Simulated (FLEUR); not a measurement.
BAs:

```
CELL_PARAMETERS angstrom
0.00000 2.38850 2.38850
2.38850 0.00000 2.38850
2.38850 2.38850 0.00000
ATOMIC_POSITIONS crystal
As 0.75000 0.75000 0.75000
B 0.00000 0.00000 0.00000
```

Base run:

| Property | Result |
| --- | --- |
| Program | FLEUR MaX-R8.1 (later development tree) |
| Functional | r2SCAN |
| Potentials or basis | all-electron |
| Basis | FLAPW |
| Kmax | 4.78 1/bohr |
| k mesh | 10 × 10 × 10 |
| Occupations | fermi-dirac, width 0.05 eV |
| Spin | no spin polarisation |

Its results: band gap on the k mesh 1.37 eV, indirect (least direct gap 3.45 eV).

Problem. The run is repeated on the same cell with these changes: functional from r2SCAN to PBEsol. What comes out?

Solution. Band gap on the k mesh 1.09 eV, indirect (least direct gap 3.25 eV).

r2SCAN gives the wider gap, since meta-GGAs in the generalised Kohn-Sham scheme recover part of the derivative discontinuity.

Caveats: the meta-GGA is that of a development version, with a GGA for the radial functions and cores and without core tails (some runs).

Not every run made on this cell is shown here.
